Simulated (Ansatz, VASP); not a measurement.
BN in VASP and in Ansatz

```
B N
1.0
     0.00000    1.81300    1.81300
     1.81300    0.00000    1.81300
     1.81300    1.81300    0.00000
B N
1 1
Cartesian
  0.0000 0.0000 0.0000
  2.7195 2.7195 2.7195
```

The cell is a database's computed one.

Alike in both runs: task single point; functional PBE; k mesh 12 × 12 × 12; occupations gaussian, width 0.1 eV; no spin polarisation.

```csv
,VASP,Ansatz
version,VASP 6.6.1,Ansatz 0.2.0
potentials or method,"VASP PAW PBE potentials, release 64 (B, N)","scalar-relativistic, plane waves, PAW"
plane-wave cutoff (eV),520,420
valence electrons in the cell,8,8
```

```tsv
	VASP	Ansatz	Ansatz less VASP
gap on the k mesh at the Fermi level (eV)	4.45	4.46	+0.012
least direct gap on the mesh (eV)	8.78	8.79	+0.011
pressure (GPa)	-0.2	-0.4	-0.24
```

A k mesh can miss the band edges. A hybrid or GW would open this gap; PBE tends to underestimate it.
